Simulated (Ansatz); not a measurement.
## TiC, one cell by several methods

```xyz
2
Lattice="0.0000 2.1640 2.1640 2.1640 0.0000 2.1640 2.1640 2.1640 0.0000" Properties=species:S:1:pos:R:3 pbc="T T T"
Ti    0.0000    0.0000    0.0000
C     2.1640    2.1640    2.1640
```

Atoms are numbered in the order listed.

The cell is COD entry 9012564, as deposited and not checked against the literature; nothing was relaxed.

All numbers are computed: DFT, PBE, PAW with Ansatz's default frozen-core files, scalar-relativistic (Ansatz 0.2.0); DFT, PBE, all-electron PAW with datasets made for the crystal, scalar-relativistic (Ansatz 0.2.0); DFT, PBE, all-electron LAPW, scalar-relativistic (Ansatz 0.2.0).

For PAW: a Γ-centred 16×16×16 k mesh, Fermi–Dirac smearing of 0.03 eV, cutoff 420 eV, no spin polarisation. The crystal-made all-electron datasets (AE datasets) take a cutoff of 340 eV at this cell. LAPW targets a basis error of 1 meV/atom. The Ansatz runs share mesh, smearing and spin set-up. Plane-wave (PAW) pressures include the program's estimate of the Pulay term.

Stress and pressure are positive in compression.

Levels count from the Fermi level.

```json
{"quantity": "pressure (GPa)", "PAW": "0.86", "AE datasets": "0.84", "LAPW": "0.84"}
{"quantity": "highest filled level at U (eV)", "PAW": "-1.720", "AE datasets": "-1.719", "LAPW": "-1.719"}
{"quantity": "lowest empty level at U (eV)", "PAW": "1.477", "AE datasets": "1.477", "LAPW": "1.477"}
{"quantity": "highest filled level at L (eV)", "PAW": "-2.898", "AE datasets": "-2.896", "LAPW": "-2.896"}
{"quantity": "lowest empty level at L (eV)", "PAW": "2.944", "AE datasets": "2.945", "LAPW": "2.945"}
{"quantity": "highest filled level at X (eV)", "PAW": "-0.028", "AE datasets": "-0.028", "LAPW": "-0.028"}
{"quantity": "lowest empty level at X (eV)", "PAW": "2.738", "AE datasets": "2.737", "LAPW": "2.737"}
```
